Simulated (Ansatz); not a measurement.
Wires are cut from relaxed bulk AlNi (Pm-3m, 12.11 Å³/atom, gap on the mesh 0.00 eV); atoms and period are relaxed, and energies count from that bulk.

Computed with Ansatz 0.2.0, DFT PBE, scalar-relativistic, plane waves, PAW.

Cutoff 420 eV; k points 1×1×13 on the computed 12-atom cell (Γ-centred); Gaussian smearing, width 0.05 eV; no spin polarisation.

Start ([110] wire, 12 host atoms a period):

```
CELL_PARAMETERS angstrom
15.10000 0.00000 0.00000
0.00000 13.60000 0.00000
0.00000 0.00000 4.09144
ATOMIC_POSITIONS crystal
Al 0.29678 0.55318 0.00000
Al 0.56774 0.55318 0.00000
Al 0.56774 0.34045 0.00000
Al 0.43226 0.55318 0.50000
Al 0.43226 0.34045 0.50000
Al 0.70322 0.55318 0.50000
Ni 0.43226 0.65955 0.00000
Ni 0.43226 0.44682 0.00000
Ni 0.29678 0.44682 0.50000
Ni 0.70322 0.44682 0.00000
Ni 0.56774 0.65955 0.50000
Ni 0.56774 0.44682 0.50000
```

Give the relaxed structure and its energy.

The free energy falls by 86 meV/atom.

```
excess energy (eV per host atom) : 0.987
line energy (eV/Å)               : 3.073
period (Å)                       : 3.856
gap on the mesh (eV)             : 0
```

Relaxed structure:
```yaml
crystal:
  lattice:
    - [15.10000, 0.00000, 0.00000]
    - [0.00000, 13.60000, 0.00000]
    - [0.00000, 0.00000, 3.85573]
  atoms:
    - { symbol: Al, position: [0.30436, 0.55360, 0.00000] }
    - { symbol: Al, position: [0.56742, 0.55923, 0.00000] }
    - { symbol: Al, position: [0.56792, 0.33786, 0.00000] }
    - { symbol: Al, position: [0.43258, 0.55923, 0.50000] }
    - { symbol: Al, position: [0.43208, 0.33786, 0.50000] }
    - { symbol: Al, position: [0.69564, 0.55360, 0.50000] }
    - { symbol: Ni, position: [0.44052, 0.65963, 0.00000] }
    - { symbol: Ni, position: [0.43425, 0.43834, 0.00000] }
    - { symbol: Ni, position: [0.31327, 0.45133, 0.50000] }
    - { symbol: Ni, position: [0.68673, 0.45133, 0.00000] }
    - { symbol: Ni, position: [0.55948, 0.65963, 0.50000] }
    - { symbol: Ni, position: [0.56575, 0.43834, 0.50000] }
```

Spin polarisation was left out, and a magnetic state may lie lower.

Each run keeps its start's symmetry and one magnetic start, so lower states can exist.

Time: 57 s on 4 threads of Intel(R) Xeon(R) 6975P-C (Granite Rapids), on a shared host, peak memory 1.8 GiB.